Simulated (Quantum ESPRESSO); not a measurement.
A calculation with Quantum ESPRESSO 7.5 of Rb (native input, structure typed inline):

The input pw.in:

```
&CONTROL
  calculation = 'scf'
  prefix = 'pwscf'
  outdir = './tmp'
  pseudo_dir = './pseudo'
  tprnfor = .true.
  tstress = .true.
  disk_io = 'low'
/
&SYSTEM
  ibrav = 0
  nat = 1
  ntyp = 1
  ecutwfc = 45
  ecutrho = 360
  nbnd = 10
  occupations = 'smearing'
  smearing = 'fd'
  degauss = 0.00367493
/
&ELECTRONS
  conv_thr = 2d-10
  electron_maxstep = 120
  mixing_beta = 0.5
/
ATOMIC_SPECIES
Rb    85.4678 rb_pbesol_v1.uspp.F.UPF
CELL_PARAMETERS angstrom
  -2.8025000000    2.8025000000    2.8025000000
   2.8025000000   -2.8025000000    2.8025000000
   2.8025000000    2.8025000000   -2.8025000000
ATOMIC_POSITIONS crystal
Rb     0.0000000000    0.0000000000    0.0000000000
K_POINTS automatic
7 7 7 0 0 0
```

Contents of pp_density.in:

```
&INPUTPP
  prefix = 'pwscf'
  outdir = './tmp'
  filplot = 'density.dat'
  plot_num = 0
/
&PLOT
  nfile = 1
  filepp(1) = 'density.dat'
  iflag = 3
  output_format = 6
  fileout = 'density.cube'
/
```

pp_potential.in

```
&INPUTPP
  prefix = 'pwscf'
  outdir = './tmp'
  filplot = 'potential.dat'
  plot_num = 11
/
&PLOT
  nfile = 1
  filepp(1) = 'potential.dat'
  iflag = 3
  output_format = 6
  fileout = 'potential.cube'
/
```

Potentials or basis: GBRV 1.5 PBEsol.

The run is started by

```console
$ OMP_NUM_THREADS=1 mpirun -n 2 pw.x -nk 2 -in pw.in > pw.out
$ OMP_NUM_THREADS=1 mpirun -n 1 pp.x -in pp_density.in > pp_density.out
$ OMP_NUM_THREADS=1 mpirun -n 1 pp.x -in pp_potential.in > pp_potential.out
```

Q: Write the same calculation in another form: ASE script, Cartesian positions.

A: As run:

Contents of run.py:

```python
import numpy as np
from ase.calculators.espresso import Espresso, EspressoProfile
from ase.io import read

atoms = read('Rb.xyz')

input_data = {
    'control': {'calculation': 'scf', 'prefix': 'pwscf', 'outdir': './tmp', 'tprnfor': True, 'tstress': True, 'disk_io': 'nowf'},
    'system': {'ecutwfc': 45.0, 'ecutrho': 360.0, 'nbnd': 10, 'occupations': 'smearing', 'smearing': 'fd', 'degauss': 0.00367493},
    'electrons': {'conv_thr': 2e-10, 'electron_maxstep': 120, 'mixing_beta': 0.5},
}
pseudopotentials = {'Rb': 'rb_pbesol_v1.uspp.F.UPF'}
profile = EspressoProfile(command='mpirun -n 2 pw.x -nk 2', pseudo_dir='pseudo')
dft = Espresso(profile=profile, input_data=input_data, pseudopotentials=pseudopotentials, kpts=(7, 7, 7), koffset=(0, 0, 0))
atoms.calc = dft

print(f'energy {atoms.get_potential_energy():.8f} eV')
print('forces (eV/A)')
print(np.round(atoms.get_forces(), 6))
print('stress (eV/A^3, Voigt)')
print(np.round(atoms.get_stress(), 8))
print(f'Fermi level {dft.get_fermi_level():.4f} eV')
```

Rb.xyz

```xyz
1
Lattice="-2.8025000000 2.8025000000 2.8025000000 2.8025000000 -2.8025000000 2.8025000000 2.8025000000 2.8025000000 -2.8025000000" Properties=species:S:1:pos:R:3 pbc="T T T"
Rb     0.0000000000      0.0000000000      0.0000000000
```

Potentials or basis: GBRV 1.5 PBEsol.

Launch:

```sh
$ OMP_NUM_THREADS=1 python run.py
```

Both were run:

|  | native input, structure typed inline | ASE script, Cartesian positions |
| --- | --- | --- |
| Pressure | -0.1 GPa | -0.1 GPa |
| Band gap on the k mesh | none (metal or under the smearing width) | none (metal or under the smearing width) |

Keys that steer only the numerical path or the files written may differ.
